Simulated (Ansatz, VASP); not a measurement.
**One calculation of InPd, two programs**

```
In Pd
1.0
     3.27188    0.00000    0.00000
     0.00000    3.27188    0.00000
     0.00000    0.00000    3.27188
In Pd
1 1
Direct
  0.00000 0.00000 0.00000
  0.50000 0.50000 0.50000
```

The cell comes from a database or a generator and needn't be the stable form of this composition.

Alike in both runs: task single point; functional PBE; k mesh 8 × 8 × 8; occupations gaussian, width 0.026 eV; no spin polarisation.

|  | VASP | Ansatz |
| --- | --- | --- |
| version | VASP 6.6.1 | Ansatz 0.2.0 |
| potentials or method | VASP PAW PBE potentials, release 64 (In_d, Pd) | Ansatz PAW |
| plane-wave cutoff (eV) | 520 | 420 |
| valence electrons in the cell | 23 | 31 |

```tsv
	VASP	Ansatz	Ansatz less VASP
gap on the k mesh at the Fermi level (eV)	none	none	-
pressure (GPa)	3.7	3.7	-0.06
```

A gap of «none» marks a metal or a gap that the smearing closes. The functional is the same, so the differences come from potentials, cutoffs and numerics. The two sets of potentials don't hold the same shells in valence.
